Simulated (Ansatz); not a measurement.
# Ag under changes of volume

One of the cells (17.806 Å³/atom); the others are scaled copies at fixed shape and fractional positions:

```
Ag
1.0
     2.93000    0.00000    0.00000
    -1.46500    2.53745    0.00000
     0.00000    0.00000    4.79000
Ag
2
Direct
  0.66667 0.33333 0.75000
  0.33333 0.66667 0.25000
```

This isn't the form of Ag at room conditions, which is fcc.

| Item | Value |
| --- | --- |
| Program | Ansatz 0.2.0 |
| Functional | PBEsol |
| Potentials or basis | all-electron LAPW, scalar-relativistic |
| Cutoff | 233 eV (chosen from the basis error) |
| Basis error allowed | 0.001 eV/atom |
| k mesh | 10 × 10 × 6 |
| Occupations | fermi-dirac, width 0.05 eV |
| Spin | no spin polarisation |

```csv
volume (Å³/atom),energy over the lowest point (meV/atom),pressure (GPa)
16.738,0.00,-0.1
17.094,2.79,-2.4
17.450,10.35,-4.4
17.806,22.07,-6.1
18.162,37.38,-7.6
18.518,55.80,-8.9
18.875,?,?
```

What does the run at 18.875 Å³/atom give?

Energy over the lowest point 76.90 meV/atom; pressure -10.0 GPa.

Worked out: A Birch-Murnaghan fit of order 3 (a polynomial in V^(-2/3)) to the other rows has its minimum at 16.73 Å³/atom, just outside them, with B0 = V·E''(V) = 117 GPa and B' = 5.6 at fixed shape and positions, which overstates the stiffness. It gives 76.97 meV/atom at 18.875 Å³/atom, against the run's 76.90, and -dE/dV = -10.0 GPa, against -10.0.

Energies are extrapolated to zero smearing.
